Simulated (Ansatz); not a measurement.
TiC: from a first guess to the relaxed WC type

First guess:

```yaml
crystal:
  lattice:
    - [2.97057, 0.00000, 0.00000]
    - [-1.48529, 2.57259, 0.00000]
    - [0.00000, 0.00000, 2.91116]
  atoms:
    - { symbol: Ti, position: [0.00000, 0.00000, 0.00000] }
    - { symbol: C, position: [0.33333, 0.66667, 0.50000] }
```

These are results of DFT, PBE, PAW with Ansatz's default frozen-core files, scalar-relativistic (Ansatz 0.2.0), not measurements.

Cell and atoms relax within the symmetry of the start on a 16×16×14 k mesh with 0.08 eV Fermi–Dirac smearing.

The start is built from a prototype, known or not as a phase of this compound; the cutoff is 420 eV.

**Question.** What is the pressure of the first guess?

**Answer.** -8.40 GPa.

**Question.** What does it relax to?

**Answer.** a = 3.045 Å, b = 3.045 Å, c = 2.694 Å, α = 90.00°, β = 90.00°, γ = 120.00° (conventional cell), 10.82 Å³ per atom:
Space group P-6m2 (No. 187). a = 3.045 Å, b = 3.045 Å, c = 2.694 Å, α = 90.00°, β = 90.00°, γ = 120.00°
| atom | site | symmetry | x | y | z |
| --- | --- | --- | --- | --- | --- |
| Ti | 1a | -6m2 | 0.0000 | 0.0000 | 0.0000 |
| C | 1d | -6m2 | 0.3333 | 0.6667 | 0.5000 |

**Question.** How much energy does the relaxation release?

**Answer.** 82 meV/atom.
